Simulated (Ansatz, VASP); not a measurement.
One calculation of SrO, two programs

File INCAR:

```
ALGO = Normal
EDIFF = 1E-6
ENCUT = 520
ISIF = 2
ISMEAR = 0
LASPH = True
LCHARG = False
LREAL = False
LWAVE = False
NBANDS = 24
NELM = 100
PREC = Accurate
SIGMA = 0.01
```

KPOINTS

```
k-points
0
Gamma
  6 6 4
```

The input POSCAR:

```
SrO
1.0
    4.2754700000      0.0000000000      0.0000000000
   -2.1377300000      3.7026600000      0.0000000000
    0.0000000000      0.0000000000      5.1555900000
Sr O
2 2
Direct
    0.3333333333      0.6666666667      0.9381300000
    0.6666666667      0.3333333333      0.4381300000
    0.3333333333      0.6666666667      0.4368700000
    0.6666666667      0.3333333333      0.9368700000
```

Input for Ansatz:

```yaml
crystal:
  lattice:
    - [4.27547, 0.0, 0.0]
    - [-2.13773, 3.70266, 0.0]
    - [0.0, 0.0, 5.15559]
  atoms:
    - { symbol: Sr, position: [0.3333333333333333, 0.6666666666666666, 0.93813] }
    - { symbol: Sr, position: [0.6666666666666666, 0.3333333333333333, 0.43812999999999996] }
    - { symbol: O, position: [0.3333333333333333, 0.6666666666666666, 0.43687000000000004] }
    - { symbol: O, position: [0.6666666666666666, 0.3333333333333333, 0.93687] }
basis:
  ecutwfc: 470.0
kpoints:
  mp_grid:
    grid: [6, 6, 4]
hamiltonian:
  xc: lda
scf:
  occupations:
    method: fixed
output:
  eigenvalues: true
```

Measurements of this composition are mostly on another form, of space group No. 225.

Alike in both runs: task single point; functional LDA; k mesh 6 × 6 × 4; no spin polarisation.

```csv
,VASP,Ansatz
version,VASP 6.6.1,Ansatz 0.2.0
potentials or method,"VASP PAW LDA potentials, release 64 (Sr_sv, O)","plane waves, PAW"
plane-wave cutoff (eV),520,470
occupations,"gaussian, width 0.01 eV",fixed
valence electrons in the cell,32,32
```

|  | VASP | Ansatz | Ansatz less VASP |
| --- | --- | --- | --- |
| gap on the k mesh at the Fermi level (eV) | 2.45 | 2.46 | +0.010 |
